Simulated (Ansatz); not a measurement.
# MgSe: how the settings move a relaxation

How sensitive is a relaxation of MgSe to its settings? A reference run comes first, then one run with altered input.

The COD entry's cell or inner coordinates are ideal or old and differ from later refinements, so a difference from it is no clean test against experiment.

Computed with Ansatz 0.2.0 (reference: DFT, r2SCAN, PAW with Ansatz's default frozen-core files, scalar-relativistic; relaxation of cell and atoms, unless a step's input says otherwise).

1 further run of the same task is left out (it didn't finish).

### Step 1. The starting structure

The structure is cubic, space group Fm-3m (No. 225). The conventional cell has a = 5.451 Å, b = 5.451 Å, c = 5.451 Å, α = 90.00°, β = 90.00°, γ = 90.00°. Mg (site symmetry m-3m) has 6 Se at 2.73 Å as nearest neighbours. Se (site symmetry m-3m) is surrounded by 6 Mg at 2.73 Å.

Structure file:

```
Mg Se
1.0
     0.00000    2.72550    2.72550
     2.72550    0.00000    2.72550
     2.72550    2.72550    0.00000
Mg Se
1 1
Direct
  0.00000 0.00000 0.00000
  0.50000 0.50000 0.50000
```

### Step 2. Reference

File input.yaml:

```yaml
crystal:
  lattice:
    - [0.0, 2.7255, 2.7255]
    - [2.7255, 0.0, 2.7255]
    - [2.7255, 2.7255, 0.0]
  atoms:
    - { symbol: Mg, position: [0.0, 0.0, 0.0] }
    - { symbol: Se, position: [0.5, 0.5, 0.5] }
kpoints:
  mp_grid: { grid: [10, 10, 10] }
scf:
  occupations: { method: fermi_dirac, width: 0.08 }
hamiltonian:
  xc: r2scan
  pseudopotentials: { kind: paw }
relax:
  f_tol: 0.002
  max_steps: 80
  cell: {}
output:
  forces: true
  stress: true
```

Command:

```
ansatz run input.yaml --threads 1 --pin off --max-ram 3072MiB --backend cpu --events-out ev --progress --plain --runs-dir out
```

From the output:

```text
[...]
Basis set: ecut = 500 eV, 965 PW (Γ), exchange–correlation on 120×120×120 points (64 copies of the dense FFT grid, shifted against one another)
[...]
k-points: 47 of 1000
[...]
SCF iter   1: F=—  HF=-7407.414653 eV  |F-HF|=—  |Δ(HF+E_count)|=         —  Δρ=6.55e-3  dr2=1.21e-2  dr2_τ=7.56e-3  ethr=1.77e-3  ⟨swp⟩=5.5  Hψ=3962  notcnv=0
preconditioner: auto → none  [insulator: Δε(μ)=2.481 eV  Ē_g=12.154 eV  σ=0.080 eV  W_gap=1.00  n_scr=14 (ndim 8)  ℏωp=16.5 eV  f_vac=0.000  D(μ)=0.00/eV (n_scr^D=0)  ε∞_Penn≈2.8]
SCF iter   2: F=—  HF=-7407.454507 eV  |F-HF|=—  |Δ(HF+E_count)|=   3.99e-2  Δρ=2.40e-3  dr2=1.72e-3  dr2_τ=7.84e-5  ethr=4.67e-5  ⟨swp⟩=2.0  Hψ=1974  notcnv=0
[...]
relax step   1: F+E_penalty+E_count = -7407.45491260 eV  Δ(F+E_penalty+E_count) = +0.000e0 eV  max|allowed force component| = 3.287e-29 eV/Å  Δτ_max = 0.0000 Å  P = +0.786 GPa  Ω = 40.492 Å³  (6 SCF iters, dr2 threshold 1.00e-7 eV, accepted)
[...]
Basis set: ecut = 500 eV, 1037 PW (Γ), exchange–correlation on 120×120×120 points (64 copies of the dense FFT grid, shifted against one another)
[...]
relax step   2: F+E_penalty+E_count = -7407.45591425 eV  Δ(F+E_penalty+E_count) = -1.002e-3 eV  max|allowed force component| = 4.865e-29 eV/Å  Δτ_max = 0.0000 Å  P = -0.211 GPa  Ω = 41.096 Å³  energy of the carried Pulay correction = -5.854e-5 eV  (4 SCF iters
[...]
relax step   3: F+E_penalty+E_count = -7407.45601340 eV  Δ(F+E_penalty+E_count) = -9.915e-5 eV  max|allowed force component| = 5.764e-30 eV/Å  Δτ_max = 0.0000 Å  P = -0.004 GPa  Ω = 40.966 Å³  energy of the carried Pulay correction = -4.609e-5 eV  (4 SCF iters
[...]
SCF iter   3: F=—  HF=-7407.456056 eV  |F-HF|=—  |Δ(HF+E_count)|=   2.32e-6  Δρ=4.18e-6  dr2=3.22e-10  dr2_τ=1.72e-9  ethr=1.83e-11  ⟨swp⟩=2.0  Hψ=1128  notcnv=0
SCF iter   4: F=-7407.456056 eV  HF=-7407.456056 eV  |F-HF|=4.37e-10  |Δ(HF+E_count)|=   7.91e-8  Δρ=3.56e-7  dr2=8.47e-12  dr2_τ=7.35e-12  ethr=1.00e-12  ⟨swp⟩=4.0  Hψ=3922  notcnv=0
[...]
relax step   4: F+E_penalty+E_count = -7407.45605610 eV  Δ(F+E_penalty+E_count) = -4.270e-5 eV  max|allowed force component| = 6.097e-30 eV/Å  Δτ_max = 0.0000 Å  P = -0.004 GPa  Ω = 40.966 Å³  stress off target by 4.13e-3 GPa  SCF on the basis re-selected at t
[...]
SCF converged after 4 iterations
Free energy (F): -7407.456056 eV
[...]
E sigma→0 (E₀):  -7407.456056 eV
Fermi energy:    8.676437 eV
[...]
  P = ⅓ Tr σ = -0.0041 GPa (-0.041 kbar)
--- Relaxed structure (3 steps of the walk, 3 accepted, 1 SCFs on fresh bases) ---
[...]
```

Run time: 8.7 s. Hardware: 1 thread of Intel Xeon Platinum 8488C (Sapphire Rapids), shared host; peak memory 0.5 GiB.

### Step 3. A run with other settings

Changes to input.yaml since step 2:

```diff
@@ -9,7 +9,7 @@
 kpoints:
-  mp_grid: { grid: [10, 10, 10] }
+  mp_grid: { grid: [8, 8, 8] }
 scf:
-  occupations: { method: fermi_dirac, width: 0.08 }
+  occupations: { method: fixed }
 hamiltonian:
-  xc: r2scan
+  xc: revpbe
   pseudopotentials: { kind: paw }
```

Command:

```
ansatz run input.yaml --threads 1 --pin off --max-ram 3072MiB --backend cpu --events-out ev --progress --plain --runs-dir out
```

Log:

```text
Engine: ansatz 0.2.0
Pseudopotentials: kind: paw
Pseudopotential: Mg, paw, valence charge 10, recommended cutoff 420 eV (normal), Mg.paw.azcp
Pseudopotential: Se, paw, valence charge 16, recommended cutoff 420 eV (normal), Se.paw.azcp
Functional definition: revPBE
  parameter kappa = 1.245
  parameter beta = 0.06672455060314922
  exchange = pbe_x(kappa = kappa, mu = beta*pi^2/3)
  correlation = pbe_c(beta = beta)
Crystal: 2 atoms, lattice volume = 40.492 Å³
Basis set: ecut = 420 eV, 749 PW (Γ), exchange–correlation on 54×54×54 points (8 copies of the dense FFT grid, shifted against one another)
Bands: 17, of which v1, the nominal top of the filled ones, is band 13 counted from 1 (12 counted from 0)
Symmetry: 48 space group operations
Space group: Fm-3m (ITA 225), of the structure as read, at distance tolerance 3.4e-5 Å
k-points: 29 of 512
Non-local potential: Mg, projectors of the file, l = 0: 3, l = 1: 2, l = 2: 1
Non-local potential: Se, projectors of the file, l = 0: 2, l = 1: 2, l = 2: 3, l = 3: 1
PAW form: soft (Blöchl's): semilocal exchange-correlation on the pseudo side does not see the compensation charge
PAW frozen core: Mg, regenerated for the run's functional, and the local potential with it (the file was generated under x = pbe(κ = 0.804, μ = 0.2195149727645171), c = pbe(β = 0.06672455060314922))
PAW frozen core: Se, regenerated for the run's functional, and the local potential with it (the file was generated under x = pbe(κ = 0.804, μ = 0.2195149727645171), c = pbe(β = 0.06672455060314922))
PAW one-centre angular grid: Mg, 110 points (default); XC on 64 Gauss nodes
PAW one-centre angular grid: Se, 590 points (default); XC on 64 Gauss nodes
Initial density: superposition of atomic densities (neutral atoms: chi_scale 0, normalization atom), corrected by the library's trained network
Initial wavefunctions: pseudopotential atomic-orbital guess
Functional: x = revpbe(κ = 1.245, μ = 0.2195149727645171), c = pbe(β = 0.06672455060314922)
SCF iter   1: F=—  HF=-7401.653342 eV  |F-HF|=—  |Δ(HF+E_count)|=         —  Δρ=1.97e-3  dr2=6.60e-4  ethr=1.77e-3  ⟨swp⟩=4.9  Hψ=2093  notcnv=0  defer=45
preconditioner: auto → none  [insulator: Δε(μ)=1.934 eV  Ē_g=11.332 eV  n_scr=14 (ndim 8)  ℏωp=16.5 eV  f_vac=0.000  ε∞_Penn≈3.1]
SCF iter   2: F=—  HF=-7401.652318 eV  |F-HF|=—  |Δ(HF+E_count)|=   1.02e-3  Δρ=8.41e-4  dr2=2.04e-4  ethr=2.54e-6  ⟨swp⟩=2.0  Hψ=1165  notcnv=0  defer=53
SCF iter   3: F=—  HF=-7401.652281 eV  |F-HF|=—  |Δ(HF+E_count)|=   3.64e-5  Δρ=2.40e-4  dr2=1.72e-5  ethr=7.85e-7  ⟨swp⟩=3.0  Hψ=933  notcnv=0  defer=53
SCF iter   4: F=—  HF=-7401.652300 eV  |F-HF|=—  |Δ(HF+E_count)|=   1.83e-5  Δρ=6.74e-5  dr2=1.78e-6  ethr=6.61e-8  ⟨swp⟩=2.8  Hψ=875  notcnv=0  defer=5
iter 5 did not close the SCF: its close was put off for the readings that it lacked (scf_convergence_deferred on its scf_iter line)
SCF iter   5: F=-7401.652300 eV  HF=-7401.652300 eV  |F-HF|=2.12e-8  |Δ(HF+E_count)|=   7.76e-7  Δρ=7.14e-6  dr2=7.69e-9  ethr=6.84e-9  ⟨swp⟩=2.0  Hψ=581  notcnv=0  defer=24
SCF iter   6: F=-7401.652300 eV  HF=-7401.652300 eV  |F-HF|=2.06e-9  |Δ(HF+E_count)|=   2.45e-8  Δρ=1.81e-6  dr2=4.44e-10  ethr=2.96e-11  ⟨swp⟩=2.0  Hψ=1816  notcnv=0
SCF 1 converged in 6 iterations: F = -7401.652300 eV  dr2 = 4.44e-10
relax step   1: F+E_penalty+E_count = -7401.65230040 eV  Δ(F+E_penalty+E_count) = +0.000e0 eV  max|allowed force component| = 3.116e-29 eV/Å  Δτ_max = 0.0000 Å  P = +3.523 GPa  Ω = 40.492 Å³  (6 SCF iters, dr2 threshold 1.00e-7 eV, accepted)
Crystal: 2 atoms, lattice volume = 43.245 Å³
Basis set: ecut = 420 eV, 869 PW (Γ), exchange–correlation on 54×54×54 points (8 copies of the dense FFT grid, shifted against one another)
Initial density: handed on by an earlier stage of this run
Initial wavefunctions: those handed on with the density
iter 1 solved again at ethr=1.21e-5 eV; its pass at ethr=3.10e-3 eV (dr2=3.14e-3 eV) is discarded
SCF iter   1: F=—  HF=-7401.676581 eV  |F-HF|=—  |Δ(HF+E_count)|=         —  Δρ=2.26e-3  dr2=3.14e-3  ethr=1.21e-5  ⟨swp⟩=2.0  Hψ=2939  notcnv=0  defer=23
automatic band count: iteration 1 solves 16 bands in place of 17: the levels show a gap, and the empty bands left out lie too high to hold charge; the band table lists the bands solved (type scf.n_extra_bands for more)
preconditioner: auto → none  [insulator: Δε(μ)=1.890 eV  Ē_g=10.280 eV  n_scr=14 (ndim 8)  ℏωp=16.0 eV  f_vac=0.000  ε∞_Penn≈3.4]
SCF iter   2: F=—  HF=-7401.675206 eV  |F-HF|=—  |Δ(HF+E_count)|=   1.38e-3  Δρ=1.00e-3  dr2=4.08e-4  ethr=1.21e-5  ⟨swp⟩=3.0  Hψ=775  notcnv=0  defer=25
SCF iter   3: F=—  HF=-7401.675213 eV  |F-HF|=—  |Δ(HF+E_count)|=   6.74e-6  Δρ=3.94e-4  dr2=4.67e-5  ethr=1.57e-6  ⟨swp⟩=2.9  Hψ=844  notcnv=0  defer=25
SCF iter   4: F=—  HF=-7401.675245 eV  |F-HF|=—  |Δ(HF+E_count)|=   3.25e-5  Δρ=7.53e-5  dr2=3.08e-6  ethr=1.80e-7  ⟨swp⟩=2.0  Hψ=873  notcnv=0  defer=23
SCF iter   5: F=-7401.675247 eV  HF=-7401.675247 eV  |F-HF|=1.38e-7  |Δ(HF+E_count)|=   1.25e-6  Δρ=2.10e-5  dr2=1.13e-7  ethr=7.69e-10  ⟨swp⟩=3.2  Hψ=2140  notcnv=0
SCF 2 converged in 5 iterations: F = -7401.675247 eV  dr2 = 1.13e-7
relax step   2: F+E_penalty+E_count = -7401.67524673 eV  Δ(F+E_penalty+E_count) = -2.295e-2 eV  max|allowed force component| = 8.201e-30 eV/Å  Δτ_max = 0.0000 Å  P = -0.613 GPa  Ω = 43.245 Å³  energy of the carried Pulay correction = -1.047e-4 eV  (5 SCF iters, dr2 threshold 2.00e-7 eV, accepted)
Crystal: 2 atoms, lattice volume = 42.813 Å³
iter 1 solved again at ethr=2.56e-7 eV; its pass at ethr=3.10e-3 eV (dr2=6.66e-5 eV) is discarded
SCF iter   1: F=—  HF=-7401.676187 eV  |F-HF|=—  |Δ(HF+E_count)|=         —  Δρ=3.37e-4  dr2=7.16e-5  ethr=2.56e-7  ⟨swp⟩=2.0  Hψ=2522  notcnv=0  defer=24
automatic band count: iteration 1 solves 16 bands in place of 17: the levels show a gap, and the empty bands left out lie too high to hold charge; the band table lists the bands solved (type scf.n_extra_bands for more)
preconditioner: auto → none  [insulator: Δε(μ)=1.838 eV  Ē_g=10.294 eV  n_scr=14 (ndim 8)  ℏωp=16.1 eV  f_vac=0.000  ε∞_Penn≈3.4]
SCF iter   2: F=—  HF=-7401.676163 eV  |F-HF|=—  |Δ(HF+E_count)|=   2.39e-5  Δρ=1.48e-4  dr2=8.71e-6  ethr=2.56e-7  ⟨swp⟩=2.0  Hψ=729  notcnv=0  defer=24
SCF iter   3: F=—  HF=-7401.676162 eV  |F-HF|=—  |Δ(HF+E_count)|=   9.02e-7  Δρ=5.70e-5  dr2=9.40e-7  ethr=3.35e-8  ⟨swp⟩=3.0  Hψ=792  notcnv=0  defer=24
SCF iter   4: F=-7401.676162 eV  HF=-7401.676162 eV  |F-HF|=6.96e-9  |Δ(HF+E_count)|=   2.92e-7  Δρ=1.06e-5  dr2=6.09e-8  ethr=7.69e-10  ⟨swp⟩=4.8  Hψ=1748  notcnv=0
SCF 3 converged in 4 iterations: F = -7401.676162 eV  dr2 = 6.09e-8
relax step   3: F+E_penalty+E_count = -7401.67616235 eV  Δ(F+E_penalty+E_count) = -9.156e-4 eV  max|allowed force component| = 4.569e-30 eV/Å  Δτ_max = 0.0000 Å  P = -0.051 GPa  Ω = 42.813 Å³  energy of the carried Pulay correction = -8.878e-5 eV  (4 SCF iters, dr2 threshold 2.00e-7 eV, accepted)
Crystal: 2 atoms, lattice volume = 42.774 Å³
iter 1 solved again at ethr=2.11e-9 eV; its pass at ethr=3.10e-3 eV (dr2=5.49e-7 eV) is discarded
SCF iter   1: F=—  HF=-7401.676159 eV  |F-HF|=—  |Δ(HF+E_count)|=         —  Δρ=3.52e-5  dr2=5.85e-7  ethr=2.11e-9  ⟨swp⟩=2.1  Hψ=2451  notcnv=0
automatic band count: iteration 1 solves 16 bands in place of 17: the levels show a gap, and the empty bands left out lie too high to hold charge; the band table lists the bands solved (type scf.n_extra_bands for more)
preconditioner: auto → none  [insulator: Δε(μ)=1.848 eV  Ē_g=10.303 eV  n_scr=14 (ndim 8)  ℏωp=16.1 eV  f_vac=0.000  ε∞_Penn≈3.4]
SCF iter   2: F=—  HF=-7401.676170 eV  |F-HF|=—  |Δ(HF+E_count)|=   1.13e-5  Δρ=1.78e-5  dr2=1.12e-7  ethr=2.11e-9  ⟨swp⟩=2.0  Hψ=673  notcnv=0
SCF iter   3: F=—  HF=-7401.676170 eV  |F-HF|=—  |Δ(HF+E_count)|=   4.38e-8  Δρ=5.28e-6  dr2=7.59e-9  ethr=4.32e-10  ⟨swp⟩=2.0  Hψ=580  notcnv=0
SCF iter   4: F=-7401.676170 eV  HF=-7401.676170 eV  |F-HF|=7.73e-11  |Δ(HF+E_count)|=   7.85e-9  Δρ=8.56e-7  dr2=4.65e-10  ethr=2.51e-11  ⟨swp⟩=4.3  Hψ=1635  notcnv=0
SCF 4 converged in 4 iterations: F = -7401.676170 eV  dr2 = 4.65e-10
relax step   4: F+E_penalty+E_count = -7401.67616992 eV  Δ(F+E_penalty+E_count) = -7.571e-6 eV  max|allowed force component| = 4.446e-30 eV/Å  Δτ_max = 0.0000 Å  P = +0.001 GPa  Ω = 42.774 Å³  energy of the carried Pulay correction = -8.734e-5 eV  (4 SCF iters, dr2 threshold 6.53e-9 eV, accepted)
Initial wavefunctions: pseudopotential atomic-orbital guess (no wavefunctions were taken with the density)
iter 1 solved again at ethr=8.49e-7 eV; its pass at ethr=3.10e-3 eV (dr2=2.21e-4 eV) is discarded
SCF iter   1: F=—  HF=-7401.672649 eV  |F-HF|=—  |Δ(HF+E_count)|=         —  Δρ=7.59e-4  dr2=6.33e-6  ethr=8.49e-7  ⟨swp⟩=3.0  Hψ=3241  notcnv=0  defer=54
preconditioner: auto → none  [insulator: Δε(μ)=1.850 eV  Ē_g=11.014 eV  n_scr=14 (ndim 8)  ℏωp=16.1 eV  f_vac=0.000  ε∞_Penn≈3.1]
SCF iter   2: F=—  HF=-7401.675362 eV  |F-HF|=—  |Δ(HF+E_count)|=   2.71e-3  Δρ=3.80e-4  dr2=1.68e-6  ethr=2.44e-8  ⟨swp⟩=2.0  Hψ=627  notcnv=0  defer=39
SCF iter   3: F=—  HF=-7401.676121 eV  |F-HF|=—  |Δ(HF+E_count)|=   7.58e-4  Δρ=1.40e-4  dr2=1.92e-7  ethr=6.46e-9  ⟨swp⟩=2.0  Hψ=609  notcnv=0  defer=3
SCF iter   4: F=—  HF=-7401.676239 eV  |F-HF|=—  |Δ(HF+E_count)|=   1.19e-4  Δρ=7.08e-6  dr2=1.56e-9  ethr=7.38e-10  ⟨swp⟩=2.1  Hψ=800  notcnv=0  defer=4
SCF iter   5: F=—  HF=-7401.676240 eV  |F-HF|=—  |Δ(HF+E_count)|=   2.72e-7  Δρ=1.29e-6  dr2=5.22e-10  ethr=5.99e-12  ⟨swp⟩=2.0  Hψ=843  notcnv=0  defer=4
SCF iter   6: F=—  HF=-7401.676240 eV  |F-HF|=—  |Δ(HF+E_count)|=  4.79e-10  Δρ=2.09e-7  dr2=2.65e-11  ethr=2.01e-12  ⟨swp⟩=2.0  Hψ=609  notcnv=0  defer=4
SCF iter   7: F=-7401.676240 eV  HF=-7401.676240 eV  |F-HF|=9.09e-13  |Δ(HF+E_count)|=  2.55e-11  Δρ=5.48e-8  dr2=2.02e-12  ethr=1.00e-12  ⟨swp⟩=5.0  Hψ=1905  notcnv=0
SCF 5 converged in 7 iterations: F = -7401.676240 eV  dr2 = 2.02e-12
relax step   5: F+E_penalty+E_count = -7401.67623957 eV  Δ(F+E_penalty+E_count) = -6.966e-5 eV  max|allowed force component| = 8.201e-30 eV/Å  Δτ_max = 0.0000 Å  P = -0.002 GPa  Ω = 42.774 Å³  stress off target by 1.65e-3 GPa  SCF on the basis re-selected at this cell (its energy is not comparable with the rows above)  (7 SCF iters)
basis re-selected at this cell: Δ(F+E_penalty+E_count) = -6.966e-5 eV, ΔP = -0.002 GPa vs the last step (what re-selecting the basis moved, of the pressure what is left beyond the Pulay correction that the steps carried, after the strain that the cell walked since its last selection, with what the two solves' SCF thresholds leave and, on support functions, any second-order correction that the steps lacked; it is no measure of the basis error at this ecutwfc). This SCF's stress stands 1.65e-3 GPa from its target on what of the cell is left free (relax.cell.stress_tol is 5.00e-2 GPa) and its largest allowed force component is 8.20e-30 eV/Å (relax.f_tol is 2.00e-3 eV/Å): within both
SCF converged after 7 iterations
Free energy (F): -7401.676240 eV
Harris-Foulkes:  -7401.676240 eV  (|F-HF|=9.09e-13)
Internal energy: -7401.676240 eV  (E = F + TS)
E sigma→0 (E₀):  -7401.676240 eV
Fermi energy:    7.153210 eV
--- Per-component energies (eV) ---
  E_band       = -715.238865
  E_kinetic    = 195.586234
  E_local      = -3898.903475  (includes V_loc(G=0)·N_el)
  E_nonlocal   = -502.576349
  E_hartree    = 1717.302447
  E_xc         = -134.362829
  E_vxc        = -136.854256  (∫ρ·V_xc dr)
  E_paw        = -2209.440997  (= ΣΔE_a)
  E_vpaw       = 192.904638  (= ΣTr[D̂ρ^β])
  E_aug_tail   = -0.000591  (compensation charges beyond the density's cutoff)
  E_ewald      = -2569.064886
  E_core_change = -0.215793  (= ΣΔE_core)
  E_smearing   = -0.000000  (= −TS)
  E_closure    = -0.000000  (closes the sum)
  Σ components = -7401.676240   (vs F -7401.676240, Δ=0.00e0)
--- Forces (eV/Å), atoms counted from 1 ---
  atom   1  Mg    -0.00000000     0.00000000    -0.00000000
  atom   2  Se     0.00000000    -0.00000000     0.00000000
  max |Σ_I F_I| component: 1.52e-29 eV/Å
--- Stress (GPa, compression-positive) ---
       -0.001647      -0.000000      -0.000000
       -0.000000      -0.001647      -0.000000
       -0.000000       0.000000      -0.001647
  P = ⅓ Tr σ = -0.0016 GPa (-0.016 kbar)
--- Relaxed structure (4 steps of the walk, 4 accepted, 1 SCFs on fresh bases) ---
  F+E_penalty+E_count = -7401.67623957 eV   max|allowed force component| = 8.201e-30 eV/Å   (the final SCF, on the basis selected at the relaxed cell)
  cell:  # Å, volume = 42.7745 Å³
    - [3.375683971793329e-34, 2.775778838846265, 2.775778838846265]
    - [2.775778838846265, 2.229225264391821e-34, 2.775778838846265]
    - [2.775778838846265, 2.775778838846265, 6.878752244409047e-34]
  atoms:
    - { symbol: Mg, position: [-1.0363959830371819e-33, 2.0256830577545347e-33, 9.892870747173084e-34] }
    - { symbol: Se, position: [0.5, 0.5, 0.5] }
```

Run time: 4.5 s. Hardware: 1 thread of Intel Xeon Platinum 8488C (Sapphire Rapids), shared host; peak memory 0.35 GiB.

### Step 4. Checking the result

This run ends as converged. That alone doesn't make the input a sound one.

Fixed occupations are right only where a gap separates filled from empty bands at every k-point. This system has one (1.85 eV on the mesh), so they are sound here.

The occupations need no remedy; a run with other occupations serves as a check.

After a change of functional the difference of the totals has no physical meaning; the gap on the mesh goes from 2.48 to 1.85 eV and the final volume goes from 40.97 to 42.77 Å³. The k-point mesh and smearing changed too. Cost: 26 SCF cycles against 18, 4.5 s against 8.7 s.

### Step 5. Comparison

```tsv
run	ending	energy change	pressure (GPa)	gap (eV)	force (eV/Å)	cycles	time
reference	converged	-	0.0	2.48	0.00	18	8.7 s
1: mp_grid.grid [8, 8, 8], occupations.method fixed, xc revpbe	converged	not comparable	0.0	1.85	0.00	26	4.5 s
```

What this shows: After a change of functional the difference of the totals has no physical meaning; the gap on the mesh goes from 2.48 to 1.85 eV and the final volume goes from 40.97 to 42.77 Å³. The k-point mesh and smearing changed too. Cost: 26 SCF cycles against 18, 4.5 s against 8.7 s.
